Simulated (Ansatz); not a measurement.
Write the native input for Ansatz 0.2.0 that does the following.

```yaml
Task: band structure
Functional: PBE
Potentials_or_basis: JTH PAW
Cutoff: "900 eV (not typed: the program's choice for these potentials)"
k_mesh: 10 × 10 × 8
Occupations: fermi-dirac, width 0.05 eV
Spin: no spin polarisation
Path: "[[\"G\", \"M\", \"K\", \"G\", \"A\", \"L\", \"H\", \"A\"], [\"L\", \"M\"], [\"K\", \"H\"]]"
Points_for_each_segment_of_the_path: 14
```

MgB2:

```xyz
3
Lattice="3.0850 0.0000 0.0000 -1.5425 2.6717 0.0000 0.0000 0.0000 3.5230" Properties=species:S:1:pos:R:3 pbc="T T T"
Mg    0.0000    0.0000    0.0000
B     1.5425    0.8906    1.7615
B     0.0000    1.7811    1.7615
```

The input as run:

input.yaml

```yaml
crystal:
  lattice:
    - [3.085, 0.0, 0.0]
    - [-1.5425, 2.6716883707, 0.0]
    - [0.0, 0.0, 3.523]
  atoms:
    - { symbol: Mg, position: [0.0, 0.0, 0.0] }
    - { symbol: B, position: [0.6666666667, 0.3333333333, 0.5] }
    - { symbol: B, position: [0.3333333333, 0.6666666667, 0.5] }
hamiltonian:
  xc: pbe
  pseudopotentials: { kind: paw, source: jth }
kpoints:
  mp_grid: { grid: [10, 10, 8] }
  band_path:
    path:
      - [[0.0, 0.0, 0.0], [0.5, 0.0, 0.0], [0.3333333333, 0.3333333333, 0.0], [0.0, 0.0, 0.0], [0.0, 0.0, 0.5], [0.5, 0.0, 0.5], [0.3333333333, 0.3333333333, 0.5], [0.0, 0.0, 0.5]]
      - [[0.5, 0.0, 0.5], [0.5, 0.0, 0.0]]
      - [[0.3333333333, 0.3333333333, 0.0], [0.3333333333, 0.3333333333, 0.5]]
    npoints: 14
scf:
  occupations: { method: fermi_dirac, width: 0.05 }
  n_extra_bands: 7
output:
  forces: true
  stress: true
  eigenvalues: true
  fatbands: false
```

Potentials or basis: JTH PAW.

Command:

```sh
$ ansatz run input.yaml --threads 2 --pin off --max-ram 5632MiB --backend cpu --events-out ev --progress --plain --runs-dir out
```

Results of the run:

```yaml
Pressure: -0.8 GPa
Band_gap_on_the_k_mesh: none (metal or under the smearing width)
```

It took 4.1 s on 2 threads of Arm Neoverse V1 (shared host), peak memory 0.35 GiB.
